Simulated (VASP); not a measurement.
# GaP (F-43m) in VASP: notebook

One crystal, GaP, is run at these levels: r2SCAN; tasks: phonons.

Program: VASP 6.6.1. These are calculated values, not measurements. Logs are shortened: lines on timing, memory, paths and dates and some standing lists are left out, and cuts for length are marked.

### 1 The structure

It takes space group F-43m (No. 216, cubic). The conventional cell has a = 5.451 Å, b = 5.451 Å, c = 5.451 Å, α = 90.00°, β = 90.00°, γ = 90.00°. Ga (site symmetry -43m) has 4 P at 2.36 Å as nearest neighbours. Around P (site symmetry -43m) lie 4 Ga at 2.36 Å.

The cell was built by a generator and needn't be a form met in nature.

### 2 Phonons, r2SCAN

Contents of INCAR:

```
PREC     = Accurate       # precision mode
ENCUT    = 520            # plane-wave cutoff, eV
EDIFF    = 1E-8           # SCF threshold, eV
ISMEAR   = 0              # smearing method
SIGMA    = 0.01           # smearing width, eV
LREAL    = False          # projectors in reciprocal space
LASPH    = True           # aspherical terms in the spheres
NELM     = 60             # most SCF steps
ALGO     = Normal         # electronic algorithm
ISIF     = 2              # what is computed and relaxed
LWAVE    = False          # write WAVECAR
LCHARG   = False          # write CHGCAR
METAGGA  = R2SCAN         # meta-GGA
LMIXTAU  = True         
NBANDS   = 16             # bands
IBRION   = 6              # ionic algorithm
NFREE    = 2            
POTIM    = 0.015          # step
NSW      = 1              # ionic steps
```

Contents of KPOINTS:

```
Automatic mesh
0
Gamma
  8 8 8
```

Contents of POSCAR:

```
GaP
1.0
    0.0000000000      2.7252500000      2.7252500000
    2.7252500000      0.0000000000      2.7252500000
    2.7252500000      2.7252500000      0.0000000000
Ga P
1 1
Direct
    0.0000000000      0.0000000000      0.0000000000
    0.2500000000      0.2500000000      0.2500000000
```

Potentials or basis: VASP PAW PBE potentials, release 64 (Ga_d, P).

Started as:

```console
$ cat potpaw_PBE.64/Ga_d/POTCAR potpaw_PBE.64/P/POTCAR > POTCAR
$ mpirun -np 1 vasp_std > vasp.out
```

OUTCAR:

```text
PREC = Accurate
   ENCUT = 520
   EDIFF = 1E-8
   ISMEAR = 0
   LREAL = False
   LASPH = True
   NELM = 60
   ISIF = 2
   METAGGA = R2SCAN
   IBRION = 6
   NFREE = 2
   POTIM = 0.015
   NSW = 1

 ion  position               nearest neighbor table
   1  0.000  0.000  0.000-   2 2.36   2 2.36   2 2.36   2 2.36
   2  0.250  0.250  0.250-   1 2.36   1 2.36   1 2.36   1 2.36

  LATTYP: Found a face centered cubic cell.
 ALAT       =     5.4505000000

  Lattice vectors:

 A1 = (   0.0000000000,   2.7252500000,   2.7252500000)
 A2 = (   2.7252500000,   0.0000000000,   2.7252500000)
 A3 = (   2.7252500000,   2.7252500000,   0.0000000000)

Analysis of symmetry for initial positions (statically):
=====================================================================
 Subroutine PRICEL returns:
 Original cell was already a primitive cell.

 Routine SETGRP: Setting up the symmetry group for a
 face centered cubic supercell.

 Subroutine GETGRP returns: Found 24 space group operations
 (whereof 24 operations were pure point group operations)
 out of a pool of 48 trial point group operations.

The static configuration has the point symmetry T_d .

Analysis of symmetry for dynamics (positions and initial velocities):
=====================================================================
 Subroutine PRICEL returns:
 Original cell was already a primitive cell.

 Routine SETGRP: Setting up the symmetry group for a
 face centered cubic supercell.

 Subroutine GETGRP returns: Found 24 space group operations
 (whereof 24 operations were pure point group operations)
 out of a pool of 48 trial point group operations.

The dynamic configuration has the point symmetry T_d .

 Subroutine INISYM returns: Found 24 space group operations
 (whereof 24 operations are pure point group operations),
 and found     1 'primitive' translations

----------------------------------------------------------------------------------------

                                     Primitive cell

  volume of cell :      40.4808

  direct lattice vectors                    reciprocal lattice vectors
     0.000000000  2.725250000  2.725250000    -0.183469406  0.183469406  0.183469406
     2.725250000  0.000000000  2.725250000     0.183469406 -0.183469406  0.183469406
     2.725250000  2.725250000  0.000000000     0.183469406  0.183469406 -0.183469406

  length of vectors
     3.854085511  3.854085511  3.854085511     0.317778334  0.317778334  0.317778334

  position of ions in fractional coordinates (direct lattice)
     0.000000000  0.000000000  0.000000000
     0.250000000  0.250000000  0.250000000

  ion indices of the primitive-cell ions
   primitive index   ion index
                 1           1
                 2           2

----------------------------------------------------------------------------------------

 KPOINTS: Automatic mesh

Automatic generation of k-mesh.
 Grid dimensions read from file:
 generate k-points for:    8    8    8

 Generating k-lattice:

  Cartesian coordinates                     Fractional coordinates (reciprocal lattice)
    -0.022933676  0.022933676  0.022933676     0.125000000  0.000000000  0.000000000
     0.022933676 -0.022933676  0.022933676     0.000000000  0.125000000  0.000000000
     0.022933676  0.022933676 -0.022933676     0.000000000  0.000000000  0.125000000

  Length of vectors
[... 54 lines left out ...]
   NELM   =     60;   NELMIN=  2; NELMDL= -5     # of ELM steps
   EDIFF  = 0.1E-07   stopping-criterion for ELM
   LREAL  =      F    real-space projection
   EDIFFG = 0.1E-06   stopping-criterion for IOM
   NSW    =     61    number of steps for IOM
   IBRION =      6    ionic relax: 0-MD 1-quasi-New 2-CG
   NFREE  =      2    steps in history (QN), initial steepest desc. (CG)
   ISIF   =      2    stress and relaxation
   ISYM   =      2    0-nonsym 1-usesym 2-fastsym
   POTIM  = 0.0150    time-step for ionic-motion
   TEBEG  =    0.0;   TEEND  =   0.0 temperature during run
   PSTRESS=    0.0 pullay stress
   NELECT =      18.0000    total number of electrons
   NUPDOWN=      -1.0000    fix difference up-down
   EMIN   =  10.00;   EMAX   =-10.00  energy-range for DOS
   EFERMI =   0.00;   METHOD = LEGACY
   ISMEAR =     0;   SIGMA  =   0.01  broadening in eV -4-tet -1-fermi 0-gaus
   EFERMI_NEDOS =   21; number of points for ismear=-14 and -15
   IALGO  =     38    algorithm
   IMIX   =      4    mixing-type and parameters
     AMIX     =   0.40;   BMIX     =  1.00
     AMIX_MAG =   1.60;   BMIX_MAG =  1.00
  volume/ion in A,a.u.               =      20.24       136.59
  Fermi-wavevector in a.u.,A,eV,Ry     =   1.249538  2.361284 21.243377  1.561344
  Thomas-Fermi vector in A             =   2.383574
   LORBIT       =      0    0 simple, 1 ext, 2 COOP (PROOUT), +10 PAW based schemes
   METAGGA = R2SCAN    functional components
   LHFCALC =     F    Hartree Fock is set to
   AEXX    =    0.0000 exact exchange contribution
   IVDW    =     0    specifies the selected vdW correction
   LEPSILON=     F    determine dielectric tensor
   LRPA    =     F    only Hartree local field effects (RPA)
 finite differences with symmetry
 non-spin polarized calculation
 Gauss-broadening in eV      SIGMA  =   0.01
  energy-cutoff  :      520.00
  volume of cell :       40.48
 maximum number of plane-waves:      1106
 NGX is ok and might be reduce to    30
   NGX = 15   NGY = 15   NGZ = 15

--------------------------------------- Ionic step        1  -------------------------------------------

 number of electron      17.9999989 magnetization

 Free energy of the ion-electron system (eV)
  ---------------------------------------------------
  ext. energy  EPLUGINS =         0.00000000
  ---------------------------------------------------
  free energy    TOTEN  =       -21.46308933 eV

  energy without entropy =      -21.46308933  energy(sigma->0) =      -21.46308933

------------------------ aborting loop because EDIFF is reached ----------------------------------------

  FORCE on cell =-STRESS in cart. coord.  units (eV):
  Direction    XX          YY          ZZ          XY          YZ          ZX
  --------------------------------------------------------------------------------------
  -------------------------------------------------------------------------------------
  Total       -0.0044881     -0.0044881     -0.0044881      0.0000000      0.0000000     -0.0000000
  in kB       -0.1776320     -0.1776320     -0.1776320      0.0000000      0.0000000     -0.0000000
  external PRESSURE =      -0.1776320 kB  Pullay stress =       0.0000000 kB
[... 131 lines left out ...]
--------------------------------------- Ionic step        5  -------------------------------------------

 number of electron      17.9999989 magnetization

 Free energy of the ion-electron system (eV)
  ---------------------------------------------------
  ext. energy  EPLUGINS =         0.00000000
  ---------------------------------------------------
  free energy    TOTEN  =       -21.46193863 eV

  energy without entropy =      -21.46193863  energy(sigma->0) =      -21.46193863

 E-fermi :   4.5523     XC(G=0): -10.5489

 val. band max:        4.5089388211   @ k =   0.0000   0.0000   0.0000
 cond. band min:       6.3624545458   @ k =   0.0000   0.3750   0.3750
 fundamental gap:      1.8535157247
 Fermi energy:         4.5522840683

 k-point     1 :       0.0000    0.0000    0.0000
  band No.  band energies     occupation
      1     -10.5298      2.00000
      2     -10.5279      2.00000
      3     -10.5255      2.00000
      4     -10.4139      2.00000
      5     -10.4139      2.00000
      6      -8.5594      2.00000
[... 433 lines left out ...]
      3     -10.4801      2.00000
      4     -10.4196      2.00000
      5     -10.4063      2.00000
      6      -5.9649      2.00000
[... 8 lines left out ...]
     15      17.1397      0.00000
     16      17.7025      0.00000

 [... further k-points ...]

------------------------ aborting loop because EDIFF is reached ----------------------------------------

  FORCE on cell =-STRESS in cart. coord.  units (eV):
  Direction    XX          YY          ZZ          XY          YZ          ZX
  --------------------------------------------------------------------------------------
  -------------------------------------------------------------------------------------
  Total       -0.0043379     -0.0017569     -0.0017569      0.0000000      0.1102222      0.0000000
  in kB       -0.1716869     -0.0695343     -0.0695343      0.0000000      4.3624531      0.0000000
  external PRESSURE =      -0.1035852 kB  Pullay stress =       0.0000000 kB
[... 17 lines left out ...]
  FREE ENERGIE OF THE ION-ELECTRON SYSTEM (eV)
  ---------------------------------------------------
  free  energy   TOTEN  =       -21.4619386295 eV

  energy  without entropy=      -21.4619386295  energy(sigma->0) =      -21.46193863

 INTERNAL STRAIN TENSORS FROM DISPLACED ATOMS
 ============================================

 INTERNAL STRAIN TENSOR FOR ION    1 for displacements in x,y,z  (eV/Angst):
          X           Y           Z          XY          YZ          ZX
  --------------------------------------------------------------------------------
  x     0.00000     0.00000     0.00000     0.00000     7.24707     0.00000
  y     0.00000     0.00000     0.00000     0.00000     0.00000     7.24707
  z     0.00000     0.00000     0.00000     7.24707     0.00000     0.00000

 INTERNAL STRAIN TENSOR FOR ION    2 for displacements in x,y,z  (eV/Angst):
          X           Y           Z          XY          YZ          ZX
  --------------------------------------------------------------------------------
  x     0.00000     0.00000     0.00000     0.00000    -7.37444     0.00000
  y    -0.00000    -0.00000    -0.00000     0.00000     0.00000    -7.37444
  z     0.00000     0.00000     0.00000    -7.37444     0.00000     0.00000

 Eigenvectors and eigenvalues of the dynamical matrix
 ----------------------------------------------------

   1 f  =   10.812259 THz    67.935427 2PiTHz  360.658140 cm-1    44.715890 meV
             X         Y         Z           dx          dy          dz
      0.000000  0.000000  0.000000     0.000000    0.556413   -0.000000
      1.362625  1.362625  1.362625    -0.000000   -0.830906   -0.000000
[... 21 lines left out ...]
   6 f/i=    0.023398 THz     0.147015 2PiTHz    0.780476 cm-1     0.096767 meV
             X         Y         Z           dx          dy          dz
      0.000000  0.000000  0.000000     0.830782    0.003893   -0.013833
      1.362625  1.362625  1.362625     0.556330    0.002607   -0.009263

 ELASTIC MODULI CONTR FROM IONIC RELAXATION (kBar)
 Direction    XX          YY          ZZ          XY          YZ          ZX
 --------------------------------------------------------------------------------
 XX          -0.0000     -0.0000     -0.0000      0.0000      0.0000     -0.0000
 YY          -0.0000     -0.0000     -0.0000      0.0000      0.0000     -0.0000
 ZZ          -0.0000     -0.0000     -0.0000      0.0000      0.0000     -0.0000
 XY           0.0000      0.0000      0.0000   -205.8232      0.0000      0.0000
 YZ           0.0000      0.0000      0.0000      0.0000   -205.8232      0.0000
 ZX          -0.0000     -0.0000     -0.0000      0.0000      0.0000   -205.8232
 --------------------------------------------------------------------------------
```

It took 22 min on 1 thread of Intel Xeon Platinum 8259CL at 2.50GHz (Skylake/Cascade Lake), shared host; peak memory 0.25 GiB.

Results:

```yaml
Highest_phonon_frequency_at_Γ_LO-TO_splitting_left_out: 361 cm⁻¹
```

Phonon frequencies in cm⁻¹ (negative: imaginary):
```tsv
q point	frequencies
(0.000, 0.000, 0.000)	-1 -1 -1 361 361 361
```

Caveat: the PAW data sets were made with another functional, which shifts forces and pressure a little.

### 3 Phonons, r2SCAN

Contents of INCAR:

```
SYSTEM = GaP
PREC = Accurate ; ENCUT = 520
EDIFF = 1E-8 ; ISMEAR = 0
SIGMA = 0.01 ; LREAL = .FALSE.
LASPH = .TRUE. ; NELM = 80
ALGO = Normal ; ISIF = 2
LWAVE = .FALSE. ; LCHARG = .TRUE.
METAGGA = R2SCAN ; LMIXTAU = .TRUE.
IBRION = 6 ; NFREE = 2
POTIM = 0.015 ; NSW = 1
```

Contents of KPOINTS:

```
Automatic mesh
0
G
  8 8 8
  0 0 0
```

Contents of POSCAR:

```
GaP
1.0
    0.0000000000      2.7255091507      2.7255091507
    2.7255091507      0.0000000000      2.7255091507
    2.7255091507      2.7255091507      0.0000000000
Ga P
1 1
Direct
    0.0000000000      0.0000000000      0.0000000000
    0.2500000000      0.2500000000      0.2500000000
```

Potentials or basis: VASP PAW PBE potentials, release 64 (Ga_d, P).

Started as:

```console
$ cat potpaw_PBE.64/Ga_d/POTCAR potpaw_PBE.64/P/POTCAR > POTCAR
$ mpirun -np 1 vasp_std > vasp.out
```

OUTCAR:

```text
SYSTEM = GaP
   PREC = Accurate
   ENCUT = 520
   EDIFF = 1E-8
   ISMEAR = 0
   LREAL = .FALSE.
   LASPH = .TRUE.
   NELM = 80
   ISIF = 2
   METAGGA = R2SCAN
   IBRION = 6
   NFREE = 2
   POTIM = 0.015
   NSW = 1

 ion  position               nearest neighbor table
   1  0.000  0.000  0.000-   2 2.36   2 2.36   2 2.36   2 2.36
   2  0.250  0.250  0.250-   1 2.36   1 2.36   1 2.36   1 2.36

  LATTYP: Found a face centered cubic cell.
 ALAT       =     5.4510183014

  Lattice vectors:

 A1 = (   0.0000000000,   2.7255091507,   2.7255091507)
 A2 = (   2.7255091507,   0.0000000000,   2.7255091507)
 A3 = (   2.7255091507,   2.7255091507,   0.0000000000)

Analysis of symmetry for initial positions (statically):
=====================================================================
 Subroutine PRICEL returns:
[... 728 lines left out ...]
  Total       -0.0106902     -0.0081133     -0.0081133      0.0000000      0.1100812      0.0000000
  in kB       -0.4229830     -0.3210227     -0.3210227      0.0000000      4.3556271      0.0000000
  external PRESSURE =      -0.3550095 kB  Pullay stress =       0.0000000 kB
[... 17 lines left out ...]
  FREE ENERGIE OF THE ION-ELECTRON SYSTEM (eV)
  ---------------------------------------------------
  free  energy   TOTEN  =       -21.4619353165 eV

  energy  without entropy=      -21.4619353165  energy(sigma->0) =      -21.46193532

 INTERNAL STRAIN TENSORS FROM DISPLACED ATOMS
 ============================================

 INTERNAL STRAIN TENSOR FOR ION    1 for displacements in x,y,z  (eV/Angst):
          X           Y           Z          XY          YZ          ZX
  --------------------------------------------------------------------------------
  x    -0.00000    -0.00000    -0.00000     0.00000     7.23672     0.00000
  y    -0.00000    -0.00000    -0.00000     0.00000     0.00000     7.23672
  z    -0.00000    -0.00000    -0.00000     7.23672     0.00000     0.00000

 INTERNAL STRAIN TENSOR FOR ION    2 for displacements in x,y,z  (eV/Angst):
          X           Y           Z          XY          YZ          ZX
  --------------------------------------------------------------------------------
  x     0.00000     0.00000     0.00000     0.00000    -7.36390     0.00000
  y     0.00000     0.00000     0.00000     0.00000     0.00000    -7.36390
  z     0.00000     0.00000     0.00000    -7.36390     0.00000     0.00000

 Eigenvectors and eigenvalues of the dynamical matrix
 ----------------------------------------------------

   1 f  =   10.807753 THz    67.907113 2PiTHz  360.507824 cm-1    44.697253 meV
             X         Y         Z           dx          dy          dz
      0.000000  0.000000  0.000000     0.556344   -0.000000    0.000000
      1.362755  1.362755  1.362755    -0.830952   -0.000000    0.000000
[... 21 lines left out ...]
   6 f/i=    0.022492 THz     0.141322 2PiTHz    0.750255 cm-1     0.093020 meV
             X         Y         Z           dx          dy          dz
      0.000000  0.000000  0.000000    -0.162353   -0.448147   -0.680652
      1.362755  1.362755  1.362755    -0.108699   -0.300046   -0.455714

 ELASTIC MODULI CONTR FROM IONIC RELAXATION (kBar)
 Direction    XX          YY          ZZ          XY          YZ          ZX
 --------------------------------------------------------------------------------
 XX          -0.0000     -0.0000     -0.0000      0.0000      0.0000      0.0000
 YY          -0.0000     -0.0000     -0.0000      0.0000      0.0000      0.0000
 ZZ          -0.0000     -0.0000     -0.0000      0.0000      0.0000      0.0000
 XY           0.0000      0.0000      0.0000   -205.3629      0.0000     -0.0000
 YZ           0.0000      0.0000      0.0000      0.0000   -205.3629     -0.0000
 ZX           0.0000      0.0000      0.0000     -0.0000     -0.0000   -205.3629
 --------------------------------------------------------------------------------
```

stdout:

```text
POSCAR found type information on POSCAR GaP
 POSCAR found :  2 types and       2 ions
 scaLAPACK will be used
 -----------------------------------------------------------------------------
|                                                                             |
|                                                                             |
|     You enforced a specific xc type in the INCAR file but a different       |
|     I HOPE YOU KNOW WHAT YOU ARE DOING!                                     |
|                                                                             |
 -----------------------------------------------------------------------------

 LDA part: xc-table for (None), standard interpolation
 POSCAR, INCAR and KPOINTS ok, starting setup
 FFT: planning ... GRIDC
 FFT: planning ... GRID_SOFT
 FFT: planning ... GRID
 WAVECAR not read
 entering main loop
 Found     2 degrees of freedom:
 Finite differences POTIM= 0.01500 DOF=   2
 bond charge predicted
 Finite differences progress:
 bond charge predicted
 Finite differences progress:
 bond charge predicted
 Finite differences progress:
 bond charge predicted
 Finite differences progress:
```

It took 19 min on 1 thread of Intel Xeon Platinum 8259CL at 2.50GHz (Skylake/Cascade Lake), shared host; peak memory 0.23 GiB.

What came out:

| Quantity | Value |
| --- | --- |
| Highest phonon frequency at Γ, LO-TO splitting left out | 361 cm⁻¹ |

Phonon frequencies in cm⁻¹ (negative: imaginary):
| q point | frequencies |
| --- | --- |
| (0.000, 0.000, 0.000) | -1 -1 -1 361 361 361 |

Caveat: the PAW data sets were made with another functional, which shifts forces and pressure a little.
